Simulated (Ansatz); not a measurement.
A Si vacancy next to a Si vacancy in diamond Si, 62 atoms, charge −3

All numbers come from Ansatz (PAW, plane waves, no spin–orbit coupling) at the single k point (¼, ¼, ¼) without its symmetry partners. The atoms were relaxed with PBEsol in a fixed cell; other functionals are single points on those atoms unless said otherwise. The valence top and gap of the host come from its small cell on a dense mesh, with the band extrema sought between the mesh points, lined up by the mean potential, PBEsol gap 0.46 eV, r²SCAN gap 0.76 eV. The charge correction uses an assumed dielectric constant of 11.7.

Relaxed structure:

```yaml
crystal:
  lattice:
    - [10.86558, 0.00000, 0.00000]
    - [0.00000, 10.86558, 0.00000]
    - [0.00000, 0.00000, 10.86558]
  atoms:
    - { symbol: Si, position: [0.99833, 0.00096, 0.99951] }
    - { symbol: Si, position: [0.99770, 0.99886, 0.50141] }
    - { symbol: Si, position: [0.99612, 0.50243, 0.99637] }
    - { symbol: Si, position: [0.00168, 0.49895, 0.49802] }
    - { symbol: Si, position: [0.50106, 0.99967, 0.99884] }
    - { symbol: Si, position: [0.50144, 0.99509, 0.50237] }
    - { symbol: Si, position: [0.49940, 0.50118, 0.99782] }
    - { symbol: Si, position: [0.12538, 0.12504, 0.12509] }
    - { symbol: Si, position: [0.12599, 0.12602, 0.62381] }
    - { symbol: Si, position: [0.12487, 0.62331, 0.12545] }
    - { symbol: Si, position: [0.12618, 0.62491, 0.62502] }
    - { symbol: Si, position: [0.62378, 0.12612, 0.12674] }
    - { symbol: Si, position: [0.62529, 0.12585, 0.62505] }
    - { symbol: Si, position: [0.62518, 0.62477, 0.12584] }
    - { symbol: Si, position: [0.25051, 0.25182, 0.00024] }
    - { symbol: Si, position: [0.25619, 0.25341, 0.50444] }
    - { symbol: Si, position: [0.24954, 0.74942, 0.00089] }
    - { symbol: Si, position: [0.25543, 0.74695, 0.49962] }
    - { symbol: Si, position: [0.74737, 0.25296, 0.99653] }
    - { symbol: Si, position: [0.74618, 0.25537, 0.49835] }
    - { symbol: Si, position: [0.74707, 0.75027, 0.99661] }
    - { symbol: Si, position: [0.74067, 0.72319, 0.51874] }
    - { symbol: Si, position: [0.37745, 0.37540, 0.12682] }
    - { symbol: Si, position: [0.38877, 0.38982, 0.61201] }
    - { symbol: Si, position: [0.37629, 0.87394, 0.12713] }
    - { symbol: Si, position: [0.38062, 0.86752, 0.63134] }
    - { symbol: Si, position: [0.87299, 0.37601, 0.12482] }
    - { symbol: Si, position: [0.87079, 0.38105, 0.62553] }
    - { symbol: Si, position: [0.87317, 0.87406, 0.12415] }
    - { symbol: Si, position: [0.86959, 0.86860, 0.61991] }
    - { symbol: Si, position: [0.25152, 0.00051, 0.25188] }
    - { symbol: Si, position: [0.25167, 0.99887, 0.74874] }
    - { symbol: Si, position: [0.25449, 0.50302, 0.25302] }
    - { symbol: Si, position: [0.25522, 0.49950, 0.74716] }
    - { symbol: Si, position: [0.74787, 0.99631, 0.25347] }
    - { symbol: Si, position: [0.74728, 0.99539, 0.74887] }
    - { symbol: Si, position: [0.74681, 0.49867, 0.25498] }
    - { symbol: Si, position: [0.73452, 0.52153, 0.72496] }
    - { symbol: Si, position: [0.37841, 0.12508, 0.37748] }
    - { symbol: Si, position: [0.37566, 0.12742, 0.87352] }
    - { symbol: Si, position: [0.38677, 0.61260, 0.38772] }
    - { symbol: Si, position: [0.37668, 0.63036, 0.87253] }
    - { symbol: Si, position: [0.87317, 0.12620, 0.37535] }
    - { symbol: Si, position: [0.87207, 0.12454, 0.87266] }
    - { symbol: Si, position: [0.87402, 0.62706, 0.37717] }
    - { symbol: Si, position: [0.86784, 0.62306, 0.86710] }
    - { symbol: Si, position: [0.00011, 0.25094, 0.25006] }
    - { symbol: Si, position: [0.99787, 0.25134, 0.74839] }
    - { symbol: Si, position: [0.99975, 0.74949, 0.24969] }
    - { symbol: Si, position: [0.99869, 0.75043, 0.74887] }
    - { symbol: Si, position: [0.50532, 0.25463, 0.25596] }
    - { symbol: Si, position: [0.49887, 0.25615, 0.74543] }
    - { symbol: Si, position: [0.49937, 0.74570, 0.25608] }
    - { symbol: Si, position: [0.51439, 0.72816, 0.73632] }
    - { symbol: Si, position: [0.12926, 0.37393, 0.37502] }
    - { symbol: Si, position: [0.12508, 0.37644, 0.87313] }
    - { symbol: Si, position: [0.12610, 0.87390, 0.37631] }
    - { symbol: Si, position: [0.12456, 0.87528, 0.87495] }
    - { symbol: Si, position: [0.61212, 0.39017, 0.38997] }
    - { symbol: Si, position: [0.62734, 0.38491, 0.86521] }
    - { symbol: Si, position: [0.62976, 0.86350, 0.38501] }
    - { symbol: Si, position: [0.61621, 0.86896, 0.86920] }
```

Chemical potentials μ are those of reference phases of the elements at zero temperature by the same functional (the usual solids, diamond for C, grey Sn, and the molecules H2, N2, O2, F2, Cl2, Br2 and S8).

```tsv
functional	E(defect) − E(host) − Σ nμ + q·E_VBM (eV)	monopole (eV)	alignment (eV)	formation energy at E_F = VBM (eV)	moment (μB)	wall time, shared host
PBEsol	5.85	1.45	0.38	7.68	1.0 (absolute 2.6)	5.5 s on NVIDIA GB200 (relaxation)
r²SCAN	6.66	1.45	0.40	8.51	1.0 (absolute 3.2)	5 s on NVIDIA GB200
```

(1) How does the monopole term follow by hand for this cubic cell?

r²SCAN one-electron levels near the gap (the ten most localised at most), from the host's valence top, not corrected for the charge's images:

```csv
level (eV),spin,filling,atoms sharing it,element of the atom with most weight
0.07,up,1.00,11.4,Si
0.10,up,1.00,10.3,Si
0.32,down,1.00,10.6,Si
0.38,down,1.00,9.8,Si
0.47,up,1.00,11.6,Si
0.79,down,0.00,11.9,Si
0.82,down,0.00,11.0,Si
0.88,up,0.00,15.6,Si
0.96,up,0.00,56.3,spread
1.03,down,0.00,58.0,spread
```

One k point and a cell of this size can leave errors of several tenths of an eV in such numbers.

Answers

(1) q²·α·e²/(4πε₀)/(2εL) with the Madelung constant α = 2.837 and e²/4πε₀ = 14.40 eV·Å: 9 × 2.837 × 14.40 / (2 × 11.7 × 10.866) = 1.45 eV.

The single unpaired electron fits the dangling-bond picture of the divacancy. Six broken bonds supply six electrons, and three more fill the lower pair of gap orbitals and put one electron in the upper pair, giving the moment of 1.0 μB. The occupied r²SCAN level at 0.47 eV is probably this odd electron. The silicon atoms around both vacancies relax inward, more strongly and less evenly at one end. This suggests partial rebonding together with a Jahn–Teller-like distortion, though the contacts across the vacancies remain far longer than normal Si–Si bonds.

The level at 0.47 eV does not show that the third added electron is bound. Periodic images and the compensating background artificially lower the levels of a negative centre, so the isolated defect would hold this electron less tightly, if at all. Experimentally, the established acceptor states of the divacancy end at the doubly negative one. The high formation energies refer to a Fermi level at the valence top, the least favourable position in the gap for a negative charge, and without the other charge states they give no acceptor level.
